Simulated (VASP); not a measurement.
# Si3Ge (R-3m) in VASP: density of states with PBE

Aim: the density of states of Si3Ge with PBE.

Program: VASP 6.6.1. These are calculated values, not measurements. Logs are shortened: lines on timing, memory, paths and dates and some standing lists are left out, and cuts for length are marked.

### Step 1. Starting point

It takes space group R-3m (No. 166, trigonal). The conventional cell has a = 7.824 Å, b = 7.824 Å, c = 9.576 Å, α = 90.00°, β = 90.00°, γ = 120.00°. Around Si (site symmetry m) lie 3 Si at 2.38 Å and 1 Ge at 2.41 Å. Around Ge (site symmetry 3m) lie 3 Si at 2.41 Å and 1 Ge at 2.45 Å.

The cell was built by a generator and needn't be a form met in nature.

### Step 2. Density of states, PBE

Input file POSCAR:

```
Si3Ge
1.0
    3.9121810000      2.2586990000      3.1919700000
   -3.9121810000      2.2586990000      3.1919700000
    0.0000000000     -4.5173980000      3.1919700000
Si Ge
6 2
Direct
    0.6220780000      0.1280130000      0.6220780000
    0.3779220000      0.3779220000      0.8719870000
    0.8719870000      0.3779220000      0.3779220000
    0.3779220000      0.8719870000      0.3779220000
    0.1280130000      0.6220780000      0.6220780000
    0.6220780000      0.6220780000      0.1280130000
    0.8718210000      0.8718210000      0.8718210000
    0.1281790000      0.1281790000      0.1281790000
```

Input file INCAR.step1:

```
SYSTEM = Si3Ge
PREC = Accurate
ENCUT = 520
EDIFF = 1E-6
ISMEAR = 0
SIGMA = 0.1
LREAL = .FALSE.
LASPH = .TRUE.
NELM = 100
ALGO = Fast
ISIF = 2
LWAVE = .FALSE.
LCHARG = .TRUE.
GGA = PE
KPAR = 2
```

Input file KPOINTS.step1:

```
regular mesh
0
G
  6 6 6
  0 0 0
```

Input file INCAR.step2:

```
SYSTEM = Si3Ge
PREC = Accurate
ENCUT = 520
EDIFF = 1E-6
ISMEAR = -5
SIGMA = 0.1
LREAL = .FALSE.
LASPH = .TRUE.
NELM = 100
ALGO = Fast
ISIF = 2
LWAVE = .FALSE.
LCHARG = .FALSE.
GGA = PE
LORBIT = 11
KPAR = 2
NEDOS = 1001
ICHARG = 11
```

Input file KPOINTS.step2:

```
regular mesh
0
G
  9 9 9
  0 0 0
```

Potentials or basis: VASP PAW PBE potentials, release 64 (Si, Ge_d).

Command:

```
$ cat potpaw_PBE.64/Si/POTCAR potpaw_PBE.64/Ge_d/POTCAR > POTCAR
$ cp INCAR.step1 INCAR
$ cp KPOINTS.step1 KPOINTS
$ mpirun -np 2 vasp_std > vasp.out
$ cp INCAR.step2 INCAR
$ cp KPOINTS.step2 KPOINTS
$ mpirun -np 2 vasp_std > vasp.out
```

OUTCAR:

```text
SYSTEM = Si3Ge
   PREC = Accurate
   ENCUT = 520
   EDIFF = 1E-6
   ISMEAR = -5
   LREAL = .FALSE.
   LASPH = .TRUE.
   NELM = 100
   ISIF = 2
   GGA = PE
   LORBIT = 11
   ICHARG = 11

 ion  position               nearest neighbor table
   1  0.622  0.128  0.622-   2 2.38   3 2.38   4 2.38   7 2.41
   2  0.378  0.378  0.872-   1 2.38   5 2.38   6 2.38   8 2.41
   3  0.872  0.378  0.378-   6 2.38   1 2.38   5 2.38   8 2.41
   4  0.378  0.872  0.378-   6 2.38   5 2.38   1 2.38   8 2.41
   5  0.128  0.622  0.622-   2 2.38   4 2.38   3 2.38   7 2.41
   6  0.622  0.622  0.128-   3 2.38   4 2.38   2 2.38   7 2.41
   7  0.872  0.872  0.872-   1 2.41   5 2.41   6 2.41   8 2.45
   8  0.128  0.128  0.128-   3 2.41   4 2.41   2 2.41   7 2.45

  LATTYP: Found a trigonal (rhomboedric) cell.
 ALAT       =     5.5313247808
 COS(alpha) =    -0.0004826362

  Lattice vectors:

 A1 = (   3.9121810000,   2.2586990000,   3.1919700000)
 A2 = (  -3.9121810000,   2.2586990000,   3.1919700000)
 A3 = (   0.0000000000,  -4.5173980000,   3.1919700000)

Analysis of symmetry for initial positions (statically):
=====================================================================
 Subroutine PRICEL returns:
 Original cell was already a primitive cell.

 Routine SETGRP: Setting up the symmetry group for a
 trigonal (rhombohedral) supercell.

 Subroutine GETGRP returns: Found 12 space group operations
 (whereof 12 operations were pure point group operations)
 out of a pool of 12 trial point group operations.

The static configuration has the point symmetry D_3d.

Analysis of symmetry for dynamics (positions and initial velocities):
=====================================================================
 Subroutine PRICEL returns:
 Original cell was already a primitive cell.

 Routine SETGRP: Setting up the symmetry group for a
 trigonal (rhombohedral) supercell.

 Subroutine GETGRP returns: Found 12 space group operations
 (whereof 12 operations were pure point group operations)
 out of a pool of 12 trial point group operations.

The dynamic configuration has the point symmetry D_3d.

 Subroutine INISYM returns: Found 12 space group operations
 (whereof 12 operations are pure point group operations),
 and found     1 'primitive' translations

----------------------------------------------------------------------------------------

                                     Primitive cell

  volume of cell :     169.2339

  direct lattice vectors                    reciprocal lattice vectors
     3.912181000  2.258699000  3.191970000     0.127805948  0.073788790  0.104428717
    -3.912181000  2.258699000  3.191970000    -0.127805948  0.073788790  0.104428717
     0.000000000 -4.517398000  3.191970000     0.000000000 -0.147577580  0.104428717

  length of vectors
     5.531324781  5.531324781  5.531325083     0.180788558  0.180788558  0.180788549

  position of ions in fractional coordinates (direct lattice)
     0.622078000  0.128013000  0.622078000
     0.377922000  0.377922000  0.871987000
     0.871987000  0.377922000  0.377922000
     0.377922000  0.871987000  0.377922000
     0.128013000  0.622078000  0.622078000
     0.622078000  0.622078000  0.128013000
     0.871821000  0.871821000  0.871821000
     0.128179000  0.128179000  0.128179000

  ion indices of the primitive-cell ions
   primitive index   ion index
                 1           1
                 2           2
                 3           3
                 4           4
                 5           5
                 6           6
                 7           7
                 8           8

----------------------------------------------------------------------------------------

 KPOINTS: regular mesh

Automatic generation of k-mesh.
 Grid dimensions read from file:
 generate k-points for:    9    9    9

 Generating k-lattice:

  Cartesian coordinates                     Fractional coordinates (reciprocal lattice)
     0.014200661  0.008198754  0.011603191     0.111111111 -0.000000000 -0.000000000
    -0.014200661  0.008198754  0.011603191    -0.000000000  0.111111111 -0.000000000
     0.000000000 -0.016397509  0.011603191    -0.000000000 -0.000000000  0.111111111

  Length of vectors
     0.020087618  0.020087618  0.020087617

  Shift w.r.t. Gamma in fractional coordinates (k-lattice)
     0.000000000  0.000000000  0.000000000

 TETIRR: Found   1072 inequivalent tetrahedra from     4374

 Subroutine IBZKPT returns following result:
 ===========================================

 Found     85 irreducible k-points:

 Following reciprocal coordinates:
            Coordinates               Weight
  0.000000  0.000000  0.000000      1.000000
  0.111111  0.000000  0.000000      6.000000
  0.222222  0.000000  0.000000      6.000000
  0.333333  0.000000  0.000000      6.000000
  0.444444  0.000000  0.000000      6.000000
  0.111111  0.111111  0.000000      6.000000
[... 16 lines left out ...]
 -0.333333  0.333333  0.000000      6.000000
  0.444444  0.444444  0.000000      6.000000
 [... further k-points ...]
   k-points           NKPTS =     85   k-points in BZ     NKDIM =     85   number of bands    NBANDS=     31
   number of dos      NEDOS =   1001   number of ions     NIONS =      8
   total plane-waves  NPLWV =  74088
   dimension x,y,z NGX =    42 NGY =   42 NGZ =   42
   dimension x,y,z NGXF=    84 NGYF=   84 NGZF=   84
   ions per type =               6   2
   NGX,Y,Z   is equivalent  to a cutoff of  12.62, 12.62, 12.62 a.u.
   NGXF,Y,Z  is equivalent  to a cutoff of  25.25, 25.25, 25.25 a.u.
 SYSTEM =  Si3Ge
   PREC   = accura    normal or accurate (medium, high low for compatibility)
   ISTART =      0    job   : 0-new  1-cont  2-samecut
   ICHARG =     11    charge: 1-file 2-atom 10-const
   ISPIN  =      1    spin polarized calculation?
   LNONCOLLINEAR =      F non collinear calculations
   LSORBIT =      F    spin-orbit coupling
   LASPH  =      T    aspherical Exc in radial PAW
   ENCUT  =  520.0 eV  38.22 Ry    6.18 a.u.  10.28 10.28 10.28*2*pi/ulx,y,z
   NELM   =    100;   NELMIN=  2; NELMDL=  0     # of ELM steps
   EDIFF  = 0.1E-05   stopping-criterion for ELM
   LREAL  =      F    real-space projection
   EDIFFG = 0.1E-04   stopping-criterion for IOM
   NSW    =      0    number of steps for IOM
   IBRION =     -1    ionic relax: 0-MD 1-quasi-New 2-CG
   NFREE  =      0    steps in history (QN), initial steepest desc. (CG)
   ISIF   =      2    stress and relaxation
   ISYM   =      2    0-nonsym 1-usesym 2-fastsym
   POTIM  = 0.5000    time-step for ionic-motion
   TEBEG  =    0.0;   TEEND  =   0.0 temperature during run
   PSTRESS=    0.0 pullay stress
   NELECT =      52.0000    total number of electrons
   NUPDOWN=      -1.0000    fix difference up-down
   EMIN   =  10.00;   EMAX   =-10.00  energy-range for DOS
   EFERMI =   0.00;   METHOD = LEGACY
   ISMEAR =    -5;   SIGMA  =   0.10  broadening in eV -4-tet -1-fermi 0-gaus
   EFERMI_NEDOS =   21; number of points for ismear=-14 and -15
   IALGO  =     68    algorithm
   IMIX   =      4    mixing-type and parameters
     AMIX     =   0.40;   BMIX     =  1.00
     AMIX_MAG =   1.60;   BMIX_MAG =  1.00
  volume/ion in A,a.u.               =      21.15       142.76
  Fermi-wavevector in a.u.,A,eV,Ry     =   1.104706  2.087592 16.604223  1.220376
  Thomas-Fermi vector in A             =   2.241183
   LORBIT       =     11    0 simple, 1 ext, 2 COOP (PROOUT), +10 PAW based schemes
   GGA     = PE    functional components
   LHFCALC =     F    Hartree Fock is set to
   AEXX    =    0.0000 exact exchange contribution
   IVDW    =     0    specifies the selected vdW correction
   LEPSILON=     F    determine dielectric tensor
   LRPA    =     F    only Hartree local field effects (RPA)
 non-spin polarized calculation
 RMM-DIIS sequential band-by-band and
 Fermi weights with tetrahedron method with Bloechl corrections
  energy-cutoff  :      520.00
  volume of cell :      169.23
 maximum number of plane-waves:      4590
 NGX is ok and might be reduce to    42

 number of electron      52.0000002 magnetization

 Free energy of the ion-electron system (eV)
  ---------------------------------------------------
  ext. energy  EPLUGINS =         0.00000000
  ---------------------------------------------------
  free energy    TOTEN  =       -41.48874670 eV

  energy without entropy =      -41.48874670  energy(sigma->0) =      -41.48874670

 E-fermi :   5.3882     XC(G=0):  -9.4602

 val. band max:        5.3615871112   @ k =   0.0000   0.0000   0.0000
 cond. band min:       5.8004348185   @ k =   0.0000   0.0000   0.0000
 fundamental gap:      0.4388477074
 Fermi energy:         5.3882229069

 k-point     1 :       0.0000    0.0000    0.0000
  band No.  band energies     occupation
      1     -18.9658      2.00000
      2     -18.8810      2.00000
      3     -18.8810      2.00000
      4     -18.8412      2.00000
      5     -18.8412      2.00000
      6     -18.8255      2.00000
[... 23 lines left out ...]
     30       6.2944      0.00000
     31       6.3181      0.00000

 k-point     2 :       0.1111    0.0000    0.0000
  band No.  band energies     occupation
      1     -18.9658      2.00000
      2     -18.8810      2.00000
      3     -18.8810      2.00000
      4     -18.8413      2.00000
      5     -18.8412      2.00000
      6     -18.8255      2.00000
[... 23 lines left out ...]
     30       6.5562      0.00000
     31       6.5722      0.00000

 k-point     3 :       0.2222    0.0000    0.0000
  band No.  band energies     occupation
      1     -18.9658      2.00000
      2     -18.8810      2.00000
      3     -18.8810      2.00000
      4     -18.8414      2.00000
      5     -18.8411      2.00000
      6     -18.8256      2.00000
[... 23 lines left out ...]
     30       7.1317      0.00000
     31       7.2506      0.00000

 k-point     4 :       0.3333    0.0000    0.0000
  band No.  band energies     occupation
      1     -18.9657      2.00000
      2     -18.8811      2.00000
      3     -18.8809      2.00000
      4     -18.8415      2.00000
      5     -18.8410      2.00000
      6     -18.8257      2.00000
[... 23 lines left out ...]
     30       8.0597      0.00000
     31       8.1430      0.00000

 k-point     5 :       0.4444    0.0000    0.0000
  band No.  band energies     occupation
      1     -18.9657      2.00000
      2     -18.8811      2.00000
      3     -18.8809      2.00000
      4     -18.8416      2.00000
      5     -18.8410      2.00000
      6     -18.8258      2.00000
[... 23 lines left out ...]
     30       8.7395      0.00000
     31       9.2487      0.00000
[... 542 lines left out ...]
     30       8.3704      0.00000
     31       8.7231      0.00000

 k-point    22 :      -0.4444    0.3333   -0.0000
  band No.  band energies     occupation
      1     -18.9656      2.00000
      2     -18.8810      2.00000
      3     -18.8809      2.00000
      4     -18.8416      2.00000
      5     -18.8410      2.00000
      6     -18.8258      2.00000
[... 23 lines left out ...]
     30       8.4105      0.00000
     31       8.7336      0.00000

 k-point    23 :      -0.3333    0.3333    0.0000
  band No.  band energies     occupation
      1     -18.9656      2.00000
      2     -18.8810      2.00000
      3     -18.8809      2.00000
      4     -18.8416      2.00000
      5     -18.8411      2.00000
      6     -18.8258      2.00000
[... 23 lines left out ...]
     30       8.2105      0.00000
     31       8.8602      0.00000

 k-point    24 :       0.4444    0.4444    0.0000
  band No.  band energies     occupation
      1     -18.9656      2.00000
      2     -18.8809      2.00000
      3     -18.8809      2.00000
      4     -18.8417      2.00000
      5     -18.8410      2.00000
      6     -18.8259      2.00000
[... 23 lines left out ...]
     30       8.1964      0.00000
     31       9.4534      0.00000

 [... further k-points ...]
[... 5 lines left out ...]
  --------------------------------------------------------------------------------------
  -------------------------------------------------------------------------------------
  Total       -0.0992216     -0.0992216     -0.0858200     -0.0000000     -0.0000000     -0.0000000
  in kB       -0.9393540     -0.9393542     -0.8124779     -0.0000000     -0.0000000     -0.0000000
  external PRESSURE =      -0.8970621 kB  Pullay stress =       0.0000000 kB

 VOLUME and BASIS-vectors are now :
 -----------------------------------------------------------------------------
  energy-cutoff  :      520.00
  volume of cell :      169.23
      direct lattice vectors                 reciprocal lattice vectors
     3.912181000  2.258699000  3.191970000     0.127805948  0.073788790  0.104428717
    -3.912181000  2.258699000  3.191970000    -0.127805948  0.073788790  0.104428717
     0.000000000 -4.517398000  3.191970000     0.000000000 -0.147577580  0.104428717

 POSITION                                       TOTAL-FORCE (eV/Angst)
 -----------------------------------------------------------------------------------
      1.93287     -1.11594      4.37992         0.001078     -0.000622     -0.002322
      0.00000     -2.23189      5.19599         0.000000     -0.001244      0.002322
      1.93287      1.11594      5.19599         0.001078      0.000622      0.002322
     -1.93287      1.11594      5.19599        -0.001078      0.000622      0.002322
     -1.93287     -1.11594      4.37992        -0.001078     -0.000622     -0.002322
      0.00000      2.23189      4.37992         0.000000      0.001244     -0.002322
      0.00000      0.00000      8.34848         0.000000      0.000000      0.000015
      0.00000      0.00000      1.22743         0.000000      0.000000     -0.000015
 -----------------------------------------------------------------------------------
    total drift:                               -0.000000     -0.000000      0.000000

  FREE ENERGIE OF THE ION-ELECTRON SYSTEM (eV)
  ---------------------------------------------------
  free  energy   TOTEN  =       -41.4887466993 eV

  energy  without entropy=      -41.4887466993  energy(sigma->0) =      -41.48874670

 total charge

# of ion       s       p       d       tot
------------------------------------------
    1        0.754   0.911   0.000   1.665
    2        0.754   0.911   0.000   1.665
    3        0.754   0.911   0.000   1.665
    4        0.754   0.911   0.000   1.665
    5        0.754   0.911   0.000   1.665
    6        0.754   0.911   0.000   1.665
    7        1.115   1.311  10.025  12.450
    8        1.115   1.311  10.025  12.450
--------------------------------------------------
tot          6.754   8.086  20.049  34.889
```

Wall time 4.9 min (2 MPI ranks of Intel Xeon Platinum 8375C at 2.90GHz (Ice Lake), shared host); peak memory 0.48 GiB.

What came out:

```
Valence electrons inside the program's atomic spheres : Si 1.67; Ge 12.45
```

Levels at points of the mesh, in eV from the valence-band top:
| k point | band 23 | band 24 | band 25 | band 26 | band 27 | band 28 | band 29 | band 30 |
| --- | --- | --- | --- | --- | --- | --- | --- | --- |
| (0.00, 0.00, 0.00) | -2.78 | -0.02 | -0.02 | 0.00 | 0.44 | 0.49 | 0.91 | 0.93 |

States per cell in windows of 1 eV (zero at the valence-band top; states under -8 eV left out):
```
from (eV)  total  Ge7_p  Ge8_p  Si2_p  Si6_p  Si1_p  Si3_p
     -8.0   1.67   0.03   0.03   0.02   0.02   0.02   0.02
     -7.0   3.05   0.07   0.07   0.05   0.05   0.05   0.05
     -6.0   1.55   0.04   0.04   0.03   0.03   0.03   0.03
     -5.0   1.57   0.06   0.06   0.05   0.05   0.05   0.05
     -4.0   4.66   0.25   0.25   0.18   0.18   0.18   0.18
     -3.0   5.84   0.34   0.34   0.27   0.27   0.27   0.27
     -2.0   4.44   0.36   0.36   0.20   0.20   0.20   0.20
     -1.0   1.24   0.11   0.11   0.06   0.06   0.06   0.06
      0.0   0.33   0.01   0.01   0.00   0.00   0.00   0.00
      1.0   3.57   0.07   0.07   0.06   0.06   0.06   0.06
      2.0   4.37   0.10   0.10   0.10   0.10   0.10   0.10
      3.0   1.77   0.05   0.05   0.05   0.05   0.05   0.05
      4.0   0.00   0.00   0.00   0.00   0.00   0.00   0.00
```
